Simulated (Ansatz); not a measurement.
In CaO (rock salt type) the Ca atom of the primitive cell, with all its periodic images, is moved by 0.06 Å along [111].

```
CELL_PARAMETERS angstrom
0.00000 2.41500 2.41500
2.41500 0.00000 2.41500
2.41500 2.41500 0.00000
ATOMIC_POSITIONS crystal
Ca 0.00717 0.00717 0.00717
O 0.50000 0.50000 0.50000
```

Level of theory: Ansatz 0.2.0 development build, PBE0, plane waves, all-electron PAW datasets generated for the crystal, point nucleus.

Cutoff 340 eV; exchange singularity: regularized; k-mesh 4×4×4 Γ-centred; Fermi–Dirac smearing of 0.05 eV; no spin polarisation.

**Question.** What force results?

**Answer.** The force on it along the displacement is -0.1736 eV/Å, a force constant of 2.89 eV/Å². The cell stands under a pressure of -2.2 GPa, which shifts the constant from its value at the relaxed volume.

```json
{"atom": "Ca1", "Fx (eV/Å)": "-0.1002", "Fy (eV/Å)": "-0.1002", "Fz (eV/Å)": "-0.1002"}
{"atom": "O2", "Fx (eV/Å)": "0.1002", "Fy (eV/Å)": "0.1002", "Fz (eV/Å)": "0.1002"}
```
